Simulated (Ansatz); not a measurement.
# RbBr: equation of state

The task here is to estimate one member of a computed series from the others.

Computed with Ansatz 0.2.0 (DFT PBE, scalar-relativistic, unless a step's input says otherwise).

**The structure to begin with**

The structure is cubic, space group Fm-3m (No. 225). Conventional cell: a = 6.855 Å, b = 6.855 Å, c = 6.855 Å, α = 90.00°, β = 90.00°, γ = 90.00°. Rb (site symmetry m-3m) has 6 Br at 3.43 Å as nearest neighbours. Br (site symmetry m-3m) has 6 Rb at 3.43 Å as nearest neighbours.

As a file:

```cif
data_structure
_symmetry_space_group_name_H-M 'P 1'
_symmetry_Int_Tables_number 1
_cell_length_a 4.8472
_cell_length_b 4.8472
_cell_length_c 4.8472
_cell_angle_alpha 60.000
_cell_angle_beta 60.000
_cell_angle_gamma 60.000
_cell_volume 80.53
loop_
_atom_site_label
_atom_site_type_symbol
_atom_site_fract_x
_atom_site_fract_y
_atom_site_fract_z
_atom_site_occupancy
Rb1 Rb 0.00000 0.00000 0.00000 1
Br1 Br 0.50000 0.50000 0.50000 1
```

The cell is a deposited one (Crystallography Open Database entry 1010048); the temperature and pressure of the measurement aren't taken into account, and nothing was relaxed.

Atoms are numbered in the order of the input: Rb1, Br2.

Set-up of the first run:

Input file input.yaml:

```yaml
crystal:
  lattice:
    - [0.0, 3.3811767539, 3.3811767539]
    - [3.3811767539, 0.0, 3.3811767539]
    - [3.3811767539, 3.3811767539, 0.0]
  atoms:
    - { symbol: Rb, position: [0.0, 0.0, 0.0] }
    - { symbol: Br, position: [0.5, 0.5, 0.5] }
kpoints:
  mp_grid: { grid: [7, 7, 7] }
scf:
  occupations: { method: fermi_dirac, width: 0.03 }
hamiltonian:
  xc: pbe
  pseudopotentials: { kind: all_electron, lapw: { basis_error: 0.001 } }
output:
  forces: true
  stress: true
  eigenvalues: true
```

Steps of the session up to this table: Volume × 0.96, LAPW; Volume × 0.96, PAW; Volume × 0.96, crystal datasets; Volume × 0.98, LAPW; Volume × 0.98, PAW; Volume × 1.02, LAPW; Volume × 1.02, PAW; Volume × 1.04, LAPW; Volume × 1.04, PAW; Volume × 1.04, crystal datasets.

One table of the session follows, with a row left open; its other results are not shown here.

It belongs to the step «Fits». 

| method | volume (Å³/atom) | pressure (GPa) | gap on the k mesh (eV) |
| --- | --- | --- | --- |
| LAPW | 38.655 | 1.73 | 4.47 |
| LAPW | 39.460 | 1.34 | 4.42 |
| LAPW | 40.265 | 0.99 | 4.36 |
| LAPW | 41.071 | 0.68 | 4.31 |
| LAPW | 41.876 | 0.40 | 4.27 |
| PAW | 38.655 | ? | ? |
| PAW | 39.460 | 1.34 | 4.42 |
| PAW | 40.265 | 0.99 | 4.36 |
| PAW | 41.071 | 0.68 | 4.31 |
| PAW | 41.876 | 0.40 | 4.27 |
| crystal datasets | 38.655 | 1.73 | 4.47 |
| crystal datasets | 40.265 | 0.99 | 4.36 |
| crystal datasets | 41.876 | 0.40 | 4.27 |

Q: Estimate the row for PAW, 38.655 from the others.

The run gave: pressure (GPa): 1.74; gap on the k mesh (eV): 4.47. In the column «pressure (GPa)» it is the highest.

Limits of these values: Warnings in the runs' records: gradients without spin orbit, crystal datasets made.
